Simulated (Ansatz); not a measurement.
# Honeycomb SnTe monolayer in a perpendicular field, part 2 of 2

Aim: how the honeycomb SnTe monolayer screens a field along its normal, and what the field does to its bands. A positive field points along +c.

Ansatz 0.2.0; plane-wave DFT, PBE-D3(BJ), Ansatz PAW (set soft_1); PAW set soft_1.

So far. Step 2 (Relaxing the slab): The lattice constant a goes from 4.180 to 4.118 Å.

### 3. Atoms held, field 0

A sawtooth potential applies the field, turning back in the middle of the vacuum. With the dipole correction the typed value is the field outside the slab. The induced dipole is small, so the SCF threshold is tight.

The cell differs from the one that the last finished run ended in (c 34.390 → 19.709 Å).

Contents of input.yaml:

```yaml
crystal:
  lattice:
    - [4.1181843474, 0.0, 0.0]
    - [-2.0590921737, 3.5664522623, 0.0]
    - [0.0, 0.0, 19.7094875868]
  atoms:
    - { symbol: Te, position: [0.6666666667, 0.3333333333, 0.4566328759] }
    - { symbol: Sn, position: [0.3333333333, 0.6666666667, 0.5433671241] }
kpoints:
  mp_grid: { grid: [12, 12, 1] }
  band_path:
    path: [[0, 0, 0], [0.5, 0, 0], [0.33333333, 0.33333333, 0], [0, 0, 0]]
    npoints: 16
hamiltonian:
  xc: pbe
  dispersion: d3bj
  pseudopotentials: { kind: paw, azcp: { folder: soft_1 } }
scf:
  occupations: { method: fermi_dirac, width: 0.02585 }
  convergence: { dr2_threshold: 1.0e-10 }
efield:
  axis: 3
  dipole_correction: true
  ramp_position: 0.97
  ramp_width: 0.06
  amplitude: 0
output:
  dos: { projected: true, e_range: [-6, 5] }
  write_potential: true
  write_density: true
  volumetric_format: npy
  elf: true
```

Run with:

```sh
> ansatz run input.yaml --threads 2 --pin off --max-ram 3072MiB --backend cpu --events-out ev --progress --plain --runs-dir out
```

Numbers of over 12 decimals in the logs are rounded to 6 here.

The program printed:

```text
[...]
Crystal: 2 atoms, lattice volume = 289.479 Å³
Basis set: ecut = 420 eV, 5621 PW (Γ)
Bands: 19, of which v1, the nominal top of the filled ones, is band 15 counted from 1 (14 counted from 0)
Symmetry: 6 space group operations
[...]
k-points: 19 of 144 (time reversal used)
[...]
SCF iter   1: F=—  HF=-13005.190813 eV  |F-HF|=—  |Δ(HF+E_count)|=         —  Δρ=8.82e-3  dr2=5.02e-1  ethr=1.69e-3  p=0.000 e·Å  D=4.51e-7 V/Å  ΔV_dip=-0.00 eV  dr2_dipole=4.40e-2  V_vac-E_F(+/−)=4.90/4.90 eV  ⟨swp⟩=1.0  Hψ=2999  notcnv=0
efield: sawtooth ramp at fractional position 0.9700 (set: `efield.ramp_position`, or a place that a band, a saddle search or an elastic batch's reference lends), width 0.0600; the density the first Hamiltonian is built on has a dipole p = 0.000 e·Å; the dipole correction subtracts the counter field D = 4.51e-7 V/Å, which shifts the + side's vacuum level by -0.00 eV against the − side's; the planar-averaged density in the ramp window peaks in size at 8.3e-7 e/Å³
[...]
SCF iter   2: F=—  HF=-13005.194864 eV  |F-HF|=—  |Δ(HF+E_count)|=   4.05e-3  Δρ=6.23e-3  dr2=6.54e-1  ethr=1.67e-3  p=0.113 e·Å  D=7.09e-2 V/Å  ΔV_dip=-1.40 eV  dr2_dipole=1.42e-1  V_vac-E_F(+/−)=3.78/5.17 eV  ⟨swp⟩=3.9  Hψ=944  notcnv=0
[...]
SCF iter  11: F=-13005.111586 eV  HF=-13005.111586 eV  |F-HF|=3.64e-12  |Δ(HF+E_count)|=  1.35e-10  Δρ=5.65e-8  dr2=2.36e-11  ethr=1.00e-12  p=0.040 e·Å  D=2.50e-2 V/Å  ΔV_dip=-0.49 eV  dr2_dipole=2.59e-12  V_vac-E_F(+/−)=4.02/4.52 eV  ⟨swp⟩=4.1  Hψ=1078  notcnv=0
SCF 1 converged in 11 iterations: F = -13005.111586 eV  dr2 = 2.36e-11
[...]
NSCF: frozen V_eff on 49 k-points
efield: sawtooth ramp at fractional position 0.9700 (kept from the solve that this one continues, or follows in the run), width 0.0600; the density the first Hamiltonian is built on has a dipole p = 0.040 e·Å; the dipole correction subtracts the counter field D = 2.50e-2 V/Å, which shifts the + side's vacuum level by -0.49 eV against the − side's; the planar-averaged density in the ramp window peaks in size at 8.3e-7 e/Å³
WARN: The output density's exchange-correlation potential varies sharply where the density is thin. Do not read a vacuum level from v_tot or v_xc, or from such a field of the output density. On a cell that repeats whose density bears no net charge and no dipole along the vacuum's axis use v_es (v_loc + v_h of the components); under efield.dipole_correction with no amplitude use v_es + v_field, which holds any externa [...]
SCF converged after 11 iterations
Free energy (F): -13005.111586 eV
[...]
Internal energy: -13005.111586 eV  (E = F + TS)
E sigma→0 (E₀):  -13005.111586 eV
Fermi energy:    -1.288433 eV
Dipole field:    D = 0.024965 V/Å  (p = 0.039938 e·Å, saw-weighted, corrected)
Work function:   Φ+ = 4.0247 eV   Φ− = 4.5167 eV
Levels:          The Fermi level and band energies are counted from a zero that moves with the ramp; work functions are not
[...]
--- Band table (eV; the first three rows and the last of 19) ---
  k-point 0: bands = [... 11 lower, -7.8744, -2.6477, -2.1568, -2.1568, 0.0301, 1.5890, 1.5890, 2.4102]
  k-point 1: bands = [... 11 lower, -7.8555, -2.7935, -2.5098, -2.2757, 0.3726, 1.3970, 1.6865, 2.5152]
  k-point 2: bands = [... 11 lower, -7.8238, -3.6591, -2.5615, -2.5005, 0.2554, 1.5611, 1.8703, 2.7906]
  k-point 18: bands = [... 11 lower, -8.4607, -5.2292, -4.0445, -3.2370, -0.3125, 1.4345, 2.0103, 4.8135]
```

Wall time 13 s (2 threads of Arm Neoverse V1, shared host); peak memory 0.49 GiB; 25 s of CPU time.

Numbers from this step:

```
gap on the k-mesh                  : 1.765 eV
dipole along the normal            : 0.03994 e·Å
gap along the path                 : 1.768 eV
smallest direct gap along the path : 2.187 eV
step between the vacuum levels     : -0.4920 eV
ionisation energy, upper face      : 4.893 eV
electron affinity, upper face      : 3.126 eV
ionisation energy, lower face      : 5.385 eV
gap, the smaller of path and mesh  : 1.765 eV
```

Running mean over a fixed 2.8 Å (it still follows the layers) of the planar mean; the ramp of the sawtooth is left out. Table of electron's electrostatic potential energy less the Fermi level by z:

```
z (Å)  electron's electrostatic potential energy less the Fermi level (eV)
  3.0                                                                 4.52
  3.5                                                                 4.52
  4.0                                                                 4.52
  4.5                                                                 4.52
  5.0                                                                 4.51
  5.5                                                                 4.50
  6.0                                                                 4.44
  6.5                                                                 4.23
  7.0                                                                 3.38
  7.5                                                                 1.84
  8.0                                                                0.224
  8.5                                                                -1.51
  9.0                                                                -3.13
  9.5                                                                -4.32
 10.0                                                                -4.55
 10.5                                                                -3.83
 11.0                                                                -2.39
 11.5                                                               -0.822
 12.0                                                                0.761
 12.5                                                                 2.23
 13.0                                                                 3.44
 13.5                                                                 3.85
 14.0                                                                 3.98
 14.5                                                                 4.01
 15.0                                                                 4.02
 15.5                                                                 4.02
 16.0                                                                 4.02
 16.5                                                                 4.02
```

The density of states has structure finer than the step of the table below, so its rows give means over 0.25 eV, whole bins alone (the curve runs from -6 to 2.88 eV). Peaks (eV: height): -3.520: 10.8, -2.860: 4.86, -1.860: 6.54, -1.200: 10.7, 1.330: 4.51, 2.600: 3.98.

The density of states by energy, zero at the Fermi level of the run, which the smearing sets inside the gap; means over each step:

```
energy (eV)  density of states (states/eV a cell)
      -4.25                                     0
      -4.00                                0.0566
      -3.75                                 0.776
      -3.50                                  3.61
      -3.25                                  1.19
      -3.00                                  1.43
      -2.75                                  2.07
      -2.50                                  1.29
      -2.25                                  1.59
      -2.00                                  1.89
      -1.75                                  3.09
      -1.50                                  2.29
      -1.25                                  4.05
      -1.00                                 0.536
      -0.75                               0.00309
      -0.50                                     0
      -0.25                                     0
       0.00                                     0
       0.25                                     0
       0.50                                     0
       0.75                                     0
       1.00                                  1.32
       1.25                                  3.56
       1.50                                  2.49
       1.75                                 0.696
       2.00                                0.0586
       2.25                                  1.53
       2.50                                  3.06
       2.75                                  3.04
```

Projected DOS per atom over height of the atomic layer and energy from the Fermi level. Layers: Te Sn from below.

Ten even steps from '_' (0.00 states/eV) to '@' (1.94 states/eV), each cell a mean:
```
==@@
::**
____
++##
--**
____
____
____
____
..__
@@**
%%**
++::
==..
**::
@@++
::..
____
____
____
____
____
```
Columns: height of the atomic layer (Å) from 9 to 10.7; rows upwards: energy from the Fermi level (eV) from -5.96 to 2.86.

The electronic bands at the labelled points (eV, zero at the Fermi level of the run, which the smearing sets inside the gap):

```
  point  band 12  band 13  band 14  band 15  band 16  band 17  band 18  band 19
      Γ    -6.59    -1.36    -0.87    -0.87     1.32     2.88     2.88     3.70
halfway    -6.57    -3.14    -1.60    -1.22     1.08     2.98     3.26     4.35
      M    -7.20    -3.49    -2.12    -2.00     1.14     2.06     3.18     4.58
halfway    -7.17    -3.58    -2.77    -1.89     1.36     2.66     2.74     5.07
      K    -7.17    -3.94    -2.76    -1.95     0.98     2.72     3.30     6.10
halfway    -6.62    -3.18    -2.34    -1.19     1.59     2.56     3.27     4.63
      Γ    -6.59    -1.36    -0.87    -0.87     1.32     2.88     2.88     3.70
```

The electronic bands as a text plot (rows in eV, shown from -7.2 to 3.7 only):

```
    3.5 |+         +++++               +++++++++++++++          +
    3.0 |++++++++++++   ++++++++++  +++               +++++++++++
    2.6 |  ++++      ++++         +++++++++++++    ++++++++++++
    2.1 |                +++++++++             ++++
    1.7 |  +++++                                +++++++++++++++
    1.2 |++     ++++     +++++++++++++++++++++++               ++
    0.7 |           +++++
    0.3 |
   -0.2 |
   -0.6 |
   -1.1 |************                              **************
   -1.5 |****   *********                    ******      *  *****
   -2.0 |    **      ************************         *** **
   -2.4 |      **              ***                 ***   *
   -2.9 |        **               *************  **   ***
   -3.3 |          *****  *********            *******
   -3.8 |               **         ************
   -4.2 |
   -4.7 |
   -5.2 |
   -5.6 |
   -6.1 |
   -6.5 |*************                             **************
   -7.0 |             *****************************
         Γ                   M           K                      Γ
```

Electrostatic potential energy in the ca plane at fractional y = 0.333, with atoms of Te within 0.2 Å of it. With pseudopotentials it is smooth inside the atoms' cores, unlike the true potential.

Values in eV, 6 rows by 16 columns, each cell a mean:
```
  3   3   3   3   3   2  -6 -16  -3   0   2   3   3   3   3   3
  3   3   3   3   3   2 -15  -8 -10   2   2   3   3   3   3   3
  3   3   3   3   3   2 -14 -14  -8   1   2   3   3   3   3   3
  3   3   3   3   3   3  -3 -10  -2   0   2   3   3   3   3   3
  3   3   3   3   3   3   2   1  -3  -4   1   3   3   3   3   3
  3   3   3   3   3   3   2   0  -3  -3   2   3   3   3   3   3
```
Columns run along c (16.0 Å, from fractional 0.09 to 0.91 of the cell; values clipped at the 3rd and 97th percentile), rows up along a (4.1 Å). Atoms in or near the plane, at fractional coordinates: Te at (0.46, 0.67).

ELF in the ca plane at fractional y = 0.333, with atoms of Te within 0.2 Å of it. It is the smooth field of the valence electrons, not physical close to the nuclei.

Values, 6 rows by 16 columns, each cell a mean:
```
0.00 0.00 0.00 0.00 0.09 0.50 0.68 0.50 0.52 0.25 0.16 0.03 0.00 0.00 0.00 0.00
0.00 0.00 0.00 0.01 0.18 0.69 0.51 0.11 0.46 0.13 0.02 0.00 0.00 0.00 0.00 0.00
0.00 0.00 0.00 0.01 0.16 0.66 0.56 0.19 0.48 0.14 0.03 0.01 0.00 0.00 0.00 0.00
0.00 0.00 0.00 0.00 0.05 0.39 0.66 0.58 0.50 0.33 0.27 0.06 0.00 0.00 0.00 0.00
0.00 0.00 0.00 0.00 0.00 0.03 0.15 0.27 0.29 0.47 0.63 0.22 0.02 0.00 0.00 0.00
0.00 0.00 0.00 0.00 0.01 0.09 0.30 0.41 0.34 0.46 0.57 0.18 0.01 0.00 0.00 0.00
```
Columns run along c (16.0 Å, from fractional 0.09 to 0.91 of the cell), rows up along a (4.1 Å). Atoms in or near the plane, at fractional coordinates: Te at (0.46, 0.67).

Valence density in the ca plane at fractional y = 0.333, with atoms of Te within 0.2 Å of it. It is the smooth field of the valence electrons, not physical close to the nuclei.

Values in units of 1e0 e/Å³, 6 rows by 16 columns, each cell a mean:
```
0.0 0.0 0.0 0.0 0.0 0.0 0.4 1.0 0.3 0.1 0.0 0.0 0.0 0.0 0.0 0.0
0.0 0.0 0.0 0.0 0.0 0.1 1.9 9.3 0.5 0.0 0.0 0.0 0.0 0.0 0.0 0.0
0.0 0.0 0.0 0.0 0.0 0.1 1.3 6.1 0.4 0.1 0.0 0.0 0.0 0.0 0.0 0.0
0.0 0.0 0.0 0.0 0.0 0.0 0.2 0.5 0.2 0.1 0.0 0.0 0.0 0.0 0.0 0.0
0.0 0.0 0.0 0.0 0.0 0.0 0.0 0.1 0.2 0.2 0.0 0.0 0.0 0.0 0.0 0.0
0.0 0.0 0.0 0.0 0.0 0.0 0.1 0.1 0.2 0.1 0.0 0.0 0.0 0.0 0.0 0.0
```
Columns run along c (16.0 Å, from fractional 0.09 to 0.91 of the cell), rows up along a (4.1 Å). Atoms in or near the plane, at fractional coordinates: Te at (0.46, 0.67).

The gap is 1.76 eV, with the valence edge 4.89 eV and the conduction edge 3.13 eV under the upper vacuum level. Spin-orbit coupling, left out in this run, matters for the bands of elements this heavy.

### 4. Atoms held, field 0.1 V/Å

Changes to input.yaml since step 3:

```diff
@@ -23,7 +23,6 @@
   dipole_correction: true
-  ramp_position: 0.97
-  ramp_width: 0.06
-  amplitude: 0
+  ramp_position: 0.9538
+  ramp_width: 0.0928
+  amplitude: 0.1
 output:
-  dos: { projected: true, e_range: [-6, 5] }
   write_potential: true
@@ -31,2 +30 @@
   volumetric_format: npy
-  elf: true
```

The program printed:

```text
[...]
Crystal: 2 atoms, lattice volume = 289.479 Å³
Basis set: ecut = 420 eV, 5621 PW (Γ)
Bands: 19, of which v1, the nominal top of the filled ones, is band 15 counted from 1 (14 counted from 0)
Symmetry: 6 space group operations
[...]
k-points: 19 of 144 (time reversal used)
[...]
--- Band table (eV; the first three rows and the last of 19) ---
  k-point 0: bands = [... 11 lower, -7.8671, -2.6420, -2.1526, -2.1526, 0.0469, 1.5965, 1.5965, 2.5048]
  k-point 1: bands = [... 11 lower, -7.8481, -2.7938, -2.4986, -2.2715, 0.3913, 1.4010, 1.6941, 2.6111]
  k-point 2: bands = [... 11 lower, -7.8164, -3.6572, -2.5571, -2.4912, 0.2690, 1.5764, 1.8782, 2.8371]
  k-point 18: bands = [... 11 lower, -8.4539, -5.2247, -4.0445, -3.2269, -0.3034, 1.4469, 2.0244, 4.8305]
[key lines of the parts left out:]
SCF converged after 11 iterations
Free energy (F): -13005.117423 eV
Fermi energy:    -1.281226 eV
Dipole field:    D = 0.047998 V/Å  (p = 0.076785 e·Å, saw-weighted, corrected)
```

The job ended after 13 s (2 threads; peak memory 0.46 GiB).

The dipole is 0.0768 e·Å, 0.0368 e·Å from its value without field, and the gap 1.771 eV.

### 5. Single point, field -0.1 V/Å

Changes to input.yaml since step 4:

```diff
@@ -25,3 +25,3 @@
   ramp_width: 0.0928
-  amplitude: 0.1
+  amplitude: -0.1
 output:
```

The program printed:

```text
[...]
Crystal: 2 atoms, lattice volume = 289.479 Å³
Basis set: ecut = 420 eV, 5621 PW (Γ)
Bands: 19, of which v1, the nominal top of the filled ones, is band 15 counted from 1 (14 counted from 0)
Symmetry: 6 space group operations
[...]
k-points: 19 of 144 (time reversal used)
[...]
--- Band table (eV; the first three rows and the last of 19) ---
  k-point 0: bands = [... 11 lower, -7.8831, -2.6553, -2.1625, -2.1625, 0.0104, 1.5801, 1.5801, 2.1439]
  k-point 1: bands = [... 11 lower, -7.8642, -2.7947, -2.5228, -2.2815, 0.3508, 1.3899, 1.6775, 2.2479]
  k-point 2: bands = [... 11 lower, -7.8326, -3.6625, -2.5673, -2.5113, 0.2396, 1.5368, 1.8610, 2.5379]
  k-point 18: bands = [... 11 lower, -8.4690, -5.2352, -4.0460, -3.2485, -0.3232, 1.4203, 1.9941, 4.7780]
[key lines of the parts left out:]
SCF converged after 11 iterations
Free energy (F): -13005.109437 eV
Fermi energy:    -1.297292 eV
Dipole field:    D = 0.001883 V/Å  (p = 0.003012 e·Å, saw-weighted, corrected)
```

It took 12 s on 2 threads; peak memory 0.46 GiB.

The dipole is 0.00301 e·Å, -0.0369 e·Å from its value without field, and the gap 1.759 eV.

### 6. Response, atoms held

This step: plane-wave DFT, PBE-D3(BJ), Ansatz PAW (set soft_1); response to a field along the normal, atoms held; PAW set soft_1 (Ansatz 0.2.0).

The dipoles give the slope, and the difference of two potentials shows where the field is screened.

Numbers from this step:

```yaml
equivalent_conductor_thickness_p_eps_0ae: 4.545 Å
distance_between_the_outer_atoms: 1.709 Å
```

The dipole of the cell by applied field:

| applied field (V/Å) | dipole of the cell (e·Å) |
| --- | --- |
| -0.1000 | 0.00301 |
| 0.0000 | 0.0399 |
| 0.1000 | 0.0768 |

Local field over the applied field, running mean. From the potentials at -0.1 and 0.1 V/Å; running mean over 2.5 Å. The local field over applied field by z:

```
z (Å)  local field over applied field
  4.5                           0.997
  5.0                           0.991
  5.5                           0.977
  6.0                           0.943
  6.5                           0.869
  7.0                           0.741
  7.5                           0.575
  8.0                           0.395
  8.5                           0.224
  9.0                          0.0937
  9.5                          0.0271
 10.0                          0.0142
 10.5                          0.0452
 11.0                           0.135
 11.5                           0.275
 12.0                           0.440
 12.5                           0.610
 13.0                           0.768
 13.5                           0.882
 14.0                           0.946
 14.5                           0.977
 15.0                           0.991
 15.5                           0.996
```

Electrons, planar mean, per unit field. The induced electron density by z:

z (Å), induced electron density (e/Å³ per V/Å) and a bar from the least value:
```
      4.5    0.00001 ###############
      5.0    0.00004 ###############
      5.5    0.00011 ################
      6.0    0.00028 ################
      6.5    0.00070 ##################
      7.0    0.00157 #######################
      7.5    0.00287 #############################
      8.0    0.00311 ##############################
      8.5    0.00147 ######################
      9.0    0.00110 ####################
      9.5    0.00020 ################
     10.0   -0.00036 #############
     10.5   -0.00060 ############
     11.0   -0.00066 ############
     11.5   -0.00188 ######
     12.0   -0.00316 
     12.5   -0.00244 ###
     13.0   -0.00133 #########
     13.5   -0.00063 ############
     14.0   -0.00027 ##############
     14.5   -0.00011 ###############
     15.0   -0.00004 ###############
     15.5   -0.00002 ###############
```

The smaller of the gaps on the path and on the k-mesh, counted as 0 under 0.03 eV. The gap by applied field:

| applied field (V/Å) | gap (eV) |
| --- | --- |
| -0.1000 | 1.76 |
| 0.0000 | 1.76 |
| 0.1000 | 1.77 |

By hand: between -0.1 and 0.1 V/Å the dipole changes by 0.07377 e·Å, a slope of 0.3689 e·Å²/V. A perfect conductor of thickness t has p = ε₀AEt, so t = 180.95 × 0.3689 / 14.687 = 4.54 Å (e/ε₀ = 180.95 V·Å, A in Å²).

The induced dipole is that of a conductor 4.54 Å thick.

### 7. Outcome

| Quantity | Value |
| --- | --- |
| gap without field | 1.76 eV |
| ionisation energy, upper face | 4.89 eV |
| electron affinity, upper face | 3.13 eV |
| step between the vacuum levels | -0.492 eV |
| equivalent conductor thickness, atoms held | 4.54 Å |

What this shows: The induced dipole equals that of a perfect conductor 4.54 Å thick, while the outer atoms lie 1.71 Å apart; an out-of-plane ε follows only once a thickness t is chosen, by 1 − 1/ε = 4.54 Å / t. The two faces differ: the vacuum level above lies 0.49 eV lower than the one below. The gap stays within 0.01 eV of 1.76 eV over the fields run, up to 0.1 V/Å in size. Semilocal functionals give gaps that are too small, and excitons are not included. Spin-orbit coupling is left out, which matters for the bands of elements this heavy.

[Logs are printed without paths, hosts, clocks, repeated set-up lines and the standing remarks that a program may print on its own settings, such as how far it seeks lower states.]

[Hosts, paths, dates, database ids (printed as entryN), source tags and the programs' standing remarks are cut or masked in the printed files.]

[Maps of the electrostatic potential energy from Ansatz leave out the sawtooth potential of an applied field or a dipole correction, so their vacuum need not be flat; planar profiles and work functions include it.]

[The density of states shown here was stored with 400 of the rows of the run's finer table, so its peaks can read low, often by over a quarter, or be missed, and its means over a window can be off by a tenth or more.]
